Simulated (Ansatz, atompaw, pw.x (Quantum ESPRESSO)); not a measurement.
# pw.x on bcc H: one setting changed

Potential: PAW, atompaw 4.2.0.5, PBE; core none, reference 1s1; waves: 1s (bound): rc 1.20 bohr; 1s channel at 4.55 Ry: rc 1.20 bohr; 2p channel at 0.15 Ry: rc 0.95 bohr; 2p channel at 2.7 Ry: rc 0.95 bohr; local part: ultrasoft scheme with l = 2 at 0 Ry, radius 0.80 bohr; core correction: none; augmentation: gaussian compensation charge, radius 0.85 bohr; PAW radius 1.20 bohr; waves and projectors: custom polynom2 7 10 vanderbiltortho.

The reference run (k-mesh 18³, cutoffs 40/400 Ry, Fermi–Dirac 0.01 Ry, mixing_beta 0.4, conv_thr 1e-9, no spin) gives -2.18 GPa at 3.033 Å³/atom, where all-electron LAPW gives -2.27 GPa. This run, with its own iteration cap, changes nspin = 2 with starting_magnetization to -0.3.

```
&control
  calculation='scf', prefix='x', pseudo_dir='./', outdir='./tmp', tstress=.true., disk_io='none'
/
&system
  ibrav=0, nat=1, ntyp=1, ecutwfc=40, ecutrho=400, nbnd=7,
  occupations='smearing', smearing='fd', degauss=0.01, nspin=2, starting_magnetization(1)=-0.3
/
&electrons
  conv_thr=1e-09, mixing_beta=0.4, electron_maxstep=70
/
ATOMIC_SPECIES
H 1.0 H.UPF
CELL_PARAMETERS angstrom
  -0.91187954 0.91187954 0.91187954
  0.91187954 -0.91187954 0.91187954
  0.91187954 0.91187954 -0.91187954
ATOMIC_POSITIONS crystal
H 0.0000 0.0000 0.0000
K_POINTS automatic
18 18 18 0 0 0
```

```bash
pw.x < H.scf.in > H.scf.out
```

Question: How does the run end?

Answer: It converges in 7 iterations; the free energy moves by +0.0 meV/atom and the pressure by +0.00 GPa. The result is that of the reference run.

```
Message from routine setup:
     using ibrav=0 with symmetry is DISCOURAGED, use correct ibrav instead
     lattice parameter (alat)  =       2.9847  a.u.
     unit-cell volume          =      20.4677 (a.u.)^3
     number of electrons       =         1.00
     number of Kohn-Sham states=            7
     kinetic-energy cutoff     =      40.0000  Ry
     charge density cutoff     =     400.0000  Ry
     scf convergence threshold =      1.0E-09
     Exchange-correlation= SLA PW PBX PBC
     atomic species   magnetization
     number of k points=   195  Fermi-Dirac smearing, width (Ry)=  0.0100
     iteration #  1     ecut=    40.00 Ry     beta= 0.40
     total energy              =      -1.07190199 Ry
     estimated scf accuracy    <       0.00097174 Ry
     total magnetization       =    -0.08 Bohr mag/cell
     absolute magnetization    =     0.08 Bohr mag/cell
     iteration #  2     ecut=    40.00 Ry     beta= 0.40
     total energy              =      -1.07414353 Ry
     estimated scf accuracy    <       0.00048232 Ry
     total magnetization       =    -0.05 Bohr mag/cell
     absolute magnetization    =     0.05 Bohr mag/cell
     iteration #  3     ecut=    40.00 Ry     beta= 0.40
     total energy              =      -1.07518843 Ry
     estimated scf accuracy    <       0.00000486 Ry
     total magnetization       =    -0.00 Bohr mag/cell
     absolute magnetization    =     0.00 Bohr mag/cell
     iteration #  4     ecut=    40.00 Ry     beta= 0.40
     total energy              =      -1.07521853 Ry
     estimated scf accuracy    <       0.00000173 Ry
     total magnetization       =     0.00 Bohr mag/cell
     absolute magnetization    =     0.00 Bohr mag/cell
     iteration #  5     ecut=    40.00 Ry     beta= 0.40
     total energy              =      -1.07522449 Ry
     estimated scf accuracy    <       0.00000003 Ry
     total magnetization       =     0.00 Bohr mag/cell
     absolute magnetization    =     0.00 Bohr mag/cell
     iteration #  6     ecut=    40.00 Ry     beta= 0.40
     total energy              =      -1.07522549 Ry
     estimated scf accuracy    <          1.8E-09 Ry
     total magnetization       =     0.00 Bohr mag/cell
     absolute magnetization    =     0.00 Bohr mag/cell
     iteration #  7     ecut=    40.00 Ry     beta= 0.40
     the Fermi energy is     3.5641 ev
!    total energy              =      -1.07522600 Ry
     estimated scf accuracy    <          1.3E-10 Ry
     smearing contrib. (-TS)   =      -0.00045165 Ry
     The total energy is F=E-TS. E is the sum of the following terms:
     one-electron contribution =       0.62774848 Ry
     hartree contribution      =       0.02244470 Ry
     xc contribution           =      -0.67559450 Ry
     ewald contribution        =      -1.05595055 Ry
     one-center paw contrib.   =       0.00657752 Ry
     total magnetization       =    -0.00 Bohr mag/cell
     absolute magnetization    =     0.00 Bohr mag/cell
     convergence has been achieved in   7 iterations
          total   stress  (Ry/bohr**3)                   (kbar)     P=      -21.82
     Message from routine punch:
     Nothing written, as per user request (disk_io='none')
```

The run took about 4.9 s on one core of a shared host (Intel(R) Xeon(R) Platinum 8488C, 96 threads, 744 GiB, load 98).
